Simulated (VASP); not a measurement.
# MgB2 (P6/mmm) in VASP: a series of runs

The runs below take MgB2 through phonons, with PBE, LDA.

All numbers are computed with VASP 6.6.1; they aren't measurements. Logs are shortened: lines on timing, memory, paths and dates and some standing lists are left out, and cuts for length are marked.

### 1 Starting point

Symmetry: P6/mmm, No. 191, hexagonal system. The conventional cell has a = 3.085 Å, b = 3.085 Å, c = 3.523 Å, α = 90.00°, β = 90.00°, γ = 120.00°. Mg (site symmetry 6/mmm) has 12 B at 2.51 Å as nearest neighbours. B (site symmetry -6m2) is surrounded by 3 B at 1.78 Å.

### 2 Phonons, PBE

Input file POSCAR:

```
MgB2
1.0
    3.0850000000      0.0000000000      0.0000000000
   -1.5425000000      2.6716883707      0.0000000000
    0.0000000000      0.0000000000      3.5230000000
Mg B
1 2
Direct
    0.0000000000      0.0000000000      0.0000000000
    0.3333333333      0.6666666667      0.5000000000
    0.6666666667      0.3333333333      0.5000000000
```

Input file INCAR.step1:

```
SYSTEM = MgB2
  PREC = Accurate
  ENCUT = 600
  EDIFF = 1E-8
  ISMEAR = -1
  SIGMA = 0.05
  LREAL = .FALSE.
  LASPH = .TRUE.
  NELM = 100
  ALGO = Normal
  ISIF = 3
  LWAVE = .FALSE.
  LCHARG = .FALSE.
  GGA = PE
  IBRION = 2
  NSW = 40
  EDIFFG = -0.002
```

Input file INCAR.step2:

```
SYSTEM = MgB2
  PREC = Accurate
  ENCUT = 600
  EDIFF = 1E-8
  ISMEAR = -1
  SIGMA = 0.05
  LREAL = .FALSE.
  LASPH = .TRUE.
  NELM = 100
  ALGO = Normal
  ISIF = 2
  LWAVE = .FALSE.
  LCHARG = .FALSE.
  GGA = PE
  IBRION = 8
  NSW = 1
```

Input file KPOINTS:

```
Automatic mesh
0
G
  18 18 14
  0 0 0
```

Potentials or basis: VASP PAW PBE potentials, release 64 (Mg, B).

The run is started by

```bash
$ cat potpaw_PBE.64/Mg/POTCAR potpaw_PBE.64/B/POTCAR > POTCAR
$ cp INCAR.step1 INCAR
$ mpirun -np 1 vasp_std > vasp.out
$ cp CONTCAR POSCAR
$ cp INCAR.step2 INCAR
$ mpirun -np 1 vasp_std > vasp.out
```

OUTCAR:

```text
SYSTEM = MgB2
   PREC = Accurate
   ENCUT = 600
   EDIFF = 1E-8
   ISMEAR = -1
   LREAL = .FALSE.
   LASPH = .TRUE.
   NELM = 100
   ISIF = 2
   GGA = PE
   IBRION = 8
   NSW = 1

 ion  position               nearest neighbor table
   1  0.000  0.000  0.000-   2 2.50   3 2.50   2 2.50   3 2.50   3 2.50   3 2.50   2 2.50   2 2.50
                             3 2.50   3 2.50   2 2.50   2 2.50
   2  0.333  0.667  0.500-   3 1.77   3 1.77   3 1.77   1 2.50   1 2.50   1 2.50   1 2.50   1 2.50
                             1 2.50
   3  0.667  0.333  0.500-   2 1.77   2 1.77   2 1.77   1 2.50   1 2.50   1 2.50   1 2.50   1 2.50
                             1 2.50

  LATTYP: Found a hexagonal cell.
 ALAT       =     3.0741998574
 C/A-ratio  =     1.1449027631

  Lattice vectors:

 A1 = (   3.0741998574,   0.0000000000,   0.0000000000)
 A2 = (  -1.5370999287,   2.6623351728,   0.0000000000)
 A3 = (   0.0000000000,   0.0000000000,   3.5196599111)

Analysis of symmetry for initial positions (statically):
=====================================================================
 Subroutine PRICEL returns:
 Original cell was already a primitive cell.

 Routine SETGRP: Setting up the symmetry group for a
 hexagonal supercell.

 Subroutine GETGRP returns: Found 24 space group operations
 (whereof 24 operations were pure point group operations)
 out of a pool of 24 trial point group operations.

The static configuration has the point symmetry D_6h.

Analysis of symmetry for dynamics (positions and initial velocities):
=====================================================================
 Subroutine PRICEL returns:
 Original cell was already a primitive cell.

 Routine SETGRP: Setting up the symmetry group for a
 hexagonal supercell.

 Subroutine GETGRP returns: Found 24 space group operations
 (whereof 24 operations were pure point group operations)
 out of a pool of 24 trial point group operations.

The dynamic configuration has the point symmetry D_6h.

 Subroutine INISYM returns: Found 24 space group operations
 (whereof 24 operations are pure point group operations),
 and found     1 'primitive' translations

----------------------------------------------------------------------------------------

                                     Primitive cell

  volume of cell :      28.8068

  direct lattice vectors                    reciprocal lattice vectors
     3.074199857  0.000000000  0.000000000     0.325287895  0.187805054  0.000000000
    -1.537099929  2.662335173  0.000000000     0.000000000  0.375610107  0.000000000
     0.000000000  0.000000000  3.519659911     0.000000000  0.000000000  0.284118360

  length of vectors
     3.074199857  3.074199857  3.519659911     0.375610107  0.375610107  0.284118360

  position of ions in fractional coordinates (direct lattice)
     0.000000000  0.000000000  0.000000000
     0.333333333  0.666666667  0.500000000
     0.666666667  0.333333333  0.500000000

  ion indices of the primitive-cell ions
   primitive index   ion index
                 1           1
                 2           2
                 3           3

----------------------------------------------------------------------------------------

 KPOINTS: Automatic mesh

Automatic generation of k-mesh.
 Grid dimensions read from file:
 generate k-points for:   18   18   14

 Generating k-lattice:

  Cartesian coordinates                     Fractional coordinates (reciprocal lattice)
     0.018071550  0.010433614  0.000000000     0.055555556  0.000000000  0.000000000
     0.000000000  0.020867228  0.000000000     0.000000000  0.055555556  0.000000000
     0.000000000  0.000000000  0.020294169     0.000000000  0.000000000  0.071428571

  Length of vectors
     0.020867228  0.020867228  0.020294169

  Shift w.r.t. Gamma in fractional coordinates (k-lattice)
     0.000000000  0.000000000  0.000000000

[... 59 lines left out ...]
   TEBEG  =    0.0;   TEEND  =   0.0 temperature during run
   PSTRESS=    0.0 pullay stress
   NELECT =       8.0000    total number of electrons
   NUPDOWN=      -1.0000    fix difference up-down
   EMIN   =  10.00;   EMAX   =-10.00  energy-range for DOS
   EFERMI =   0.00;   METHOD = LEGACY
   ISMEAR =    -1;   SIGMA  =   0.05  broadening in eV -4-tet -1-fermi 0-gaus
   EFERMI_NEDOS =   21; number of points for ismear=-14 and -15
   IALGO  =     38    algorithm
   IMIX   =      4    mixing-type and parameters
     AMIX     =   0.40;   BMIX     =  1.00
     AMIX_MAG =   1.60;   BMIX_MAG =  1.00
  volume/ion in A,a.u.               =       9.60        64.80
  Fermi-wavevector in a.u.,A,eV,Ry     =   1.068086  2.018390 15.521638  1.140808
  Thomas-Fermi vector in A             =   2.203723
   LORBIT       =      0    0 simple, 1 ext, 2 COOP (PROOUT), +10 PAW based schemes
   GGA     = PE    functional components
   LHFCALC =     F    Hartree Fock is set to
   AEXX    =    0.0000 exact exchange contribution
   IVDW    =     0    specifies the selected vdW correction
   LEPSILON=     F    determine dielectric tensor
   LRPA    =     F    only Hartree local field effects (RPA)
 non-spin polarized calculation
  energy-cutoff  :      600.00
  volume of cell :       28.81
 maximum number of plane-waves:       975
 NGX is ok and might be reduce to    28
   NGX = 13   NGY = 13   NGZ = 15

--------------------------------------- Ionic step        1  -------------------------------------------

 number of electron       8.0000000 magnetization

 Free energy of the ion-electron system (eV)
  ---------------------------------------------------
  ext. energy  EPLUGINS =         0.00000000
  ---------------------------------------------------
  free energy    TOTEN  =       -15.32869148 eV

  energy without entropy =      -15.32358248  energy(sigma->0) =      -15.32613698

 E-fermi :   5.2998     XC(G=0): -10.9417

 val. band max:        5.2994595655   @ k =   0.0556   0.0556   0.0714
 cond. band min:       5.3420105602   @ k =   0.2778   0.2222   0.0000
 fundamental gap:      0.0425509947
 Fermi energy:         5.2997776458

 k-point     1 :       0.0000    0.0000    0.0000
  band No.  band energies     occupation
      1      -7.1458      2.00000
      2       2.3417      2.00000
      3       5.6940      0.00075
      4       5.6940      0.00075
      5       6.9522      0.00000
      6      11.6767      0.00000
      7      11.6767      0.00000
      8      13.5200      0.00000
[... 243 lines left out ...]
 k-point    24 :       0.3889    0.1111    0.0000
  band No.  band energies     occupation
      1      -3.6718      2.00000
      2      -1.7344      2.00000
      3       2.2975      2.00000
      4       5.4355      0.12414
      5       8.6518      0.00000
      6       9.9377      0.00000
      7      10.8325      0.00000
      8      12.9176      0.00000

 [... further k-points ...]

------------------------ aborting loop because EDIFF is reached ----------------------------------------

  FORCE on cell =-STRESS in cart. coord.  units (eV):
  Direction    XX          YY          ZZ          XY          YZ          ZX
  --------------------------------------------------------------------------------------
  -------------------------------------------------------------------------------------
  Total        0.0012259      0.0012259      0.0002722      0.0000000      0.0000000     -0.0000000
  in kB        0.0681846      0.0681846      0.0151366      0.0000000      0.0000000     -0.0000000
  external PRESSURE =       0.0505019 kB  Pullay stress =       0.0000000 kB

 VOLUME and BASIS-vectors are now :
 -----------------------------------------------------------------------------
  energy-cutoff  :      600.00
  volume of cell :       28.81
      direct lattice vectors                 reciprocal lattice vectors
     3.074199857  0.000000000  0.000000000     0.325287895  0.187805054  0.000000000
    -1.537099929  2.662335173  0.000000000     0.000000000  0.375610107  0.000000000
     0.000000000  0.000000000  3.519659911     0.000000000  0.000000000  0.284118360

 POSITION                                       TOTAL-FORCE (eV/Angst)
 -----------------------------------------------------------------------------------
      0.00000      0.00000      0.00000         0.000000      0.000000     -0.000000
     -0.00000      1.77489      1.75983         0.000000     -0.000000      0.000000
      1.53710      0.88745      1.75983        -0.000000      0.000000     -0.000000
 -----------------------------------------------------------------------------------
    total drift:                                0.000000      0.000000     -0.000000

  FREE ENERGIE OF THE ION-ELECTRON SYSTEM (eV)
  ---------------------------------------------------
  free  energy   TOTEN  =       -15.3286914796 eV

  energy  without entropy=      -15.3235824787  energy(sigma->0) =      -15.32613698

[... ionic steps 2 to 3 ...]

--------------------------------------- Ionic step        4  -------------------------------------------

------------------------ aborting loop because EDIFF is reached ----------------------------------------
[... 11 lines left out ...]
[... ionic steps 8 to 8 ...]

--------------------------------------- Ionic step        9  -------------------------------------------

 Free energy of the ion-electron system (eV)
  ---------------------------------------------------
  ---------------------------------------------------
  free energy    TOTEN  =        -0.04195592 eV

  energy without entropy =       -0.04195592

------------------------ aborting loop because EDIFF is reached ----------------------------------------

 INTERNAL STRAIN TENSOR  FOR ION    2  DIRECTION 3   (eV/Angst):
 -----------------------------------------------------------------------------
     0.00373  0.00000  0.00000
     0.00000  0.00373 -0.00000
     0.00000  0.00000 -0.01082

 INTERNAL STRAIN TENSOR FOR ION    3 for displacements in x,y,z  (eV/Angst):
          X           Y           Z          XY          YZ          ZX
  --------------------------------------------------------------------------------
  x    -0.00000     0.00000     0.00000     2.73389     0.00000     0.00000
  y     2.73389    -2.73389     0.00000     0.00000     0.00000     0.00000
  z     0.00000     0.00000     0.00000     0.00000     0.00000     0.00000

 SECOND DERIVATIVES (NOT SYMMETRIZED)
 ------------------------------------
               1X          1Y          1Z          2X          2Y          2Z          3X          3Y          3Z
  1X    -4.689072    0.000000    0.000000    2.344536    0.000000    0.000000    2.344536    0.000000    0.000000
  1Y     0.000000   -4.689072    0.000000    0.000000    2.344536    0.000000    0.000000    2.344536    0.000000
  1Z     0.000000   -0.000000   -6.744252   -0.000000    0.000000    3.372126    0.000000    0.000000    3.372126
  2X     2.352974    0.000000    0.000000   -8.121531   -0.000000    0.000000    5.768558   -0.000000    0.000000
  2Y     0.000000    2.352974    0.000000   -0.000000   -8.121531    0.000000   -0.000000    5.768558    0.000000
  2Z    -0.000000    0.000000    3.371896    0.000000    0.000000  -11.105383    0.000000   -0.000000    7.733487
  3X     2.352974    0.000000    0.000000    5.768558   -0.000000    0.000000   -8.121531   -0.000000    0.000000
  3Y     0.000000    2.352974    0.000000   -0.000000    5.768558    0.000000   -0.000000   -8.121531    0.000000
  3Z    -0.000000    0.000000    3.371896    0.000000   -0.000000    7.733487    0.000000    0.000000  -11.105383

 Eigenvectors and eigenvalues of the dynamical matrix
 ----------------------------------------------------

   1 f  =   20.636936 THz   129.665691 2PiTHz  688.374078 cm-1    85.347470 meV
             X         Y         Z           dx          dy          dz
      0.000000  0.000000  0.000000     0.000000    0.000000   -0.000000
     -0.000000  1.774890  1.759830     0.000000    0.000000   -0.707107
      1.537100  0.887445  1.759830    -0.000000   -0.000000    0.707107
[... 43 lines left out ...]
   9 f/i=    0.008980 THz     0.056426 2PiTHz    0.299555 cm-1     0.037140 meV
             X         Y         Z           dx          dy          dz
      0.000000  0.000000  0.000000    -0.727350   -0.032649   -0.000000
     -0.000000  1.774890  1.759830    -0.484227   -0.021736   -0.000000
      1.537100  0.887445  1.759830    -0.484227   -0.021736   -0.000000

--------------------------------------------------------------------------------------------------------

 ELASTIC MODULI CONTR FROM IONIC RELAXATION (kBar)
 Direction    XX          YY          ZZ          XY          YZ          ZX
 --------------------------------------------------------------------------------
 XX         -59.8551     59.8551      0.0000      0.0000      0.0000      0.0000
 YY          59.8551    -59.8551      0.0000     -0.0000      0.0000      0.0000
 ZZ           0.0000      0.0000      0.0000      0.0000      0.0000      0.0000
 XY           0.0000     -0.0000      0.0000    -59.8551      0.0000      0.0000
 YZ           0.0000      0.0000      0.0000      0.0000      0.0000      0.0000
 ZX           0.0000      0.0000      0.0000      0.0000      0.0000      0.0000
 --------------------------------------------------------------------------------
```

Wall time 12 min (1 thread of Intel Xeon Platinum 8488C (Sapphire Rapids), shared host); peak memory 1.1 GiB.

Results:

```yaml
Relaxed_volume: 9.60 Å³/atom
Relaxed_cell: a = 3.074 Å, b = 3.074 Å, c = 3.520 Å, α = 90.00°, β = 90.00°, γ = 120.00°
Space_group_after_relaxing_to_0.05_Å: P6/mmm (No. 191)
Highest_phonon_frequency_at_Γ_LO-TO_splitting_left_out: 688 cm⁻¹
```

Step by step:
| step | energy change (eV) | largest force (eV/Å) | pressure (GPa) | volume (Å³) |
| --- | --- | --- | --- | --- |
| 1 | 0.0000 | 0.0000 | -1.30 | 29.04 |
| 2 | -0.0009 | 0.0000 | 0.59 | 28.71 |
| 3 | -0.0011 | 0.0000 | 0.01 | 28.81 |

Final structure:
```
CELL_PARAMETERS angstrom
3.07420 0.00000 0.00000
-1.53710 2.66234 0.00000
0.00000 0.00000 3.51966
ATOMIC_POSITIONS crystal
Mg 0.00000 0.00000 0.00000
B 0.33333 0.66667 0.50000
B 0.66667 0.33333 0.50000
```

Phonon frequencies in cm⁻¹ (negative: imaginary):
```tsv
q point	frequencies
(0.000, 0.000, 0.000)	0 0 0 334 334 400 591 591 688
```

### 3 Phonons, LDA

POSCAR is that of step 2.

Edit INCAR.step1 of step 2 so:

```diff
@@ -13,3 +13,2 @@
   LCHARG = .FALSE.
-  GGA = PE
   IBRION = 2
```

Edit INCAR.step2 of step 2 so:

```diff
@@ -13,3 +13,2 @@
   LCHARG = .FALSE.
-  GGA = PE
   IBRION = 8
```

KPOINTS is that of step 2.

Potentials or basis: VASP PAW LDA potentials, release 64 (Mg, B).

The run is started by

```bash
$ cat potpaw_LDA.64/Mg/POTCAR potpaw_LDA.64/B/POTCAR > POTCAR
$ cp INCAR.step1 INCAR
$ mpirun -np 1 vasp_std > vasp.out
$ cp CONTCAR POSCAR
$ cp INCAR.step2 INCAR
$ mpirun -np 1 vasp_std > vasp.out
```

OUTCAR:

```text
SYSTEM = MgB2
   PREC = Accurate
   ENCUT = 600
   EDIFF = 1E-8
   ISMEAR = -1
   LREAL = .FALSE.
   LASPH = .TRUE.
   NELM = 100
   ISIF = 2
   IBRION = 8
   NSW = 1

 ion  position               nearest neighbor table
   1  0.000  0.000  0.000-   2 2.46   3 2.46   2 2.46   3 2.46   3 2.46   3 2.46   2 2.46   2 2.46
                             3 2.46   3 2.46   2 2.46   2 2.46
   2  0.333  0.667  0.500-   3 1.75   3 1.75   3 1.75   1 2.46   1 2.46   1 2.46   1 2.46   1 2.46
                             1 2.46
   3  0.667  0.333  0.500-   2 1.75   2 1.75   2 1.75   1 2.46   1 2.46   1 2.46   1 2.46   1 2.46
                             1 2.46

  LATTYP: Found a hexagonal cell.
 ALAT       =     3.0330754880
 C/A-ratio  =     1.1364619846

  Lattice vectors:

 A1 = (   3.0330754880,   0.0000000000,   0.0000000000)
 A2 = (  -1.5165377440,   2.6267204242,   0.0000000000)
[... 525 lines left out ...]
  x    -0.00000     0.00000     0.00000     3.48587     0.00000     0.00000
  y     3.48587    -3.48587     0.00000     0.00000     0.00000     0.00000
  z     0.00000     0.00000     0.00000     0.00000     0.00000     0.00000

 SECOND DERIVATIVES (NOT SYMMETRIZED)
 ------------------------------------
               1X          1Y          1Z          2X          2Y          2Z          3X          3Y          3Z
  1X    -5.223426    0.000000    0.000000    2.611713    0.000000    0.000000    2.611713    0.000000    0.000000
  1Y     0.000000   -5.223426    0.000000    0.000000    2.611713    0.000000    0.000000    2.611713    0.000000
  1Z    -0.000000    0.000000   -7.452993   -0.000000   -0.000000    3.726496    0.000000   -0.000000    3.726496
  2X     2.621011    0.000000    0.000000   -9.281570   -0.000000    0.000000    6.660559    0.000000    0.000000
  2Y     0.000000    2.621011    0.000000   -0.000000   -9.281570    0.000000    0.000000    6.660559    0.000000
  2Z     0.000000    0.000000    3.727345    0.000000   -0.000000  -11.937590    0.000000    0.000000    8.210245
  3X     2.621011    0.000000    0.000000    6.660559    0.000000    0.000000   -9.281570   -0.000000    0.000000
  3Y     0.000000    2.621011    0.000000    0.000000    6.660559    0.000000   -0.000000   -9.281570    0.000000
  3Z     0.000000    0.000000    3.727345    0.000000    0.000000    8.210245    0.000000   -0.000000  -11.937590

 Eigenvectors and eigenvalues of the dynamical matrix
 ----------------------------------------------------

   1 f  =   21.341846 THz   134.094772 2PiTHz  711.887350 cm-1    88.262743 meV
             X         Y         Z           dx          dy          dz
      0.000000  0.000000  0.000000     0.000000    0.000000   -0.000000
     -0.000000  1.751147  1.723487     0.000000    0.000000   -0.707107
      1.516538  0.875573  1.723487    -0.000000   -0.000000    0.707107
[... 43 lines left out ...]
   9 f/i=    0.009376 THz     0.058909 2PiTHz    0.312739 cm-1     0.038775 meV
             X         Y         Z           dx          dy          dz
      0.000000  0.000000  0.000000    -0.571473   -0.451125   -0.000000
     -0.000000  1.751147  1.723487    -0.380460   -0.300338   -0.000000
      1.516538  0.875573  1.723487    -0.380460   -0.300338   -0.000000

--------------------------------------------------------------------------------------------------------

 ELASTIC MODULI CONTR FROM IONIC RELAXATION (kBar)
 Direction    XX          YY          ZZ          XY          YZ          ZX
 --------------------------------------------------------------------------------
 XX         -88.9368     88.9368      0.0000      0.0000      0.0000      0.0000
 YY          88.9368    -88.9368      0.0000     -0.0000      0.0000     -0.0000
 ZZ           0.0000      0.0000      0.0000      0.0000      0.0000      0.0000
 XY           0.0000     -0.0000      0.0000    -88.9368      0.0000      0.0000
 YZ           0.0000      0.0000      0.0000      0.0000      0.0000      0.0000
 ZX           0.0000     -0.0000      0.0000      0.0000      0.0000     -0.0000
 --------------------------------------------------------------------------------
```

Wall time 7.8 min (1 thread of Intel Xeon Platinum 8488C (Sapphire Rapids), shared host); peak memory 1 GiB.

What came out:

- Relaxed volume: 9.15 Å³/atom
- Relaxed cell: a = 3.033 Å, b = 3.033 Å, c = 3.447 Å, α = 90.00°, β = 90.00°, γ = 120.00°
- Space group after relaxing (to 0.05 Å): P6/mmm (No. 191)
- Highest phonon frequency at Γ, LO-TO splitting left out: 712 cm⁻¹

Step by step:
```csv
step,energy change (eV),largest force (eV/Å),pressure (GPa),volume (Å³)
1,0.0000,0.0000,-8.20,29.04
2,-0.0336,0.0000,3.42,27.01
3,-0.0399,0.0000,-0.14,27.56
4,-0.0413,0.0000,-0.01,27.48
5,-0.0413,0.0000,0.03,27.46
```

Final structure:
```
CELL_PARAMETERS angstrom
3.03308 0.00000 0.00000
-1.51654 2.62672 0.00000
0.00000 0.00000 3.44697
ATOMIC_POSITIONS crystal
Mg 0.00000 0.00000 0.00000
B 0.33333 0.66667 0.50000
B 0.66667 0.33333 0.50000
```

Phonon frequencies in cm⁻¹ (negative: imaginary):
```csv
q point,frequencies
"(0.000, 0.000, 0.000)",0 0 0 353 353 421 633 633 712
```
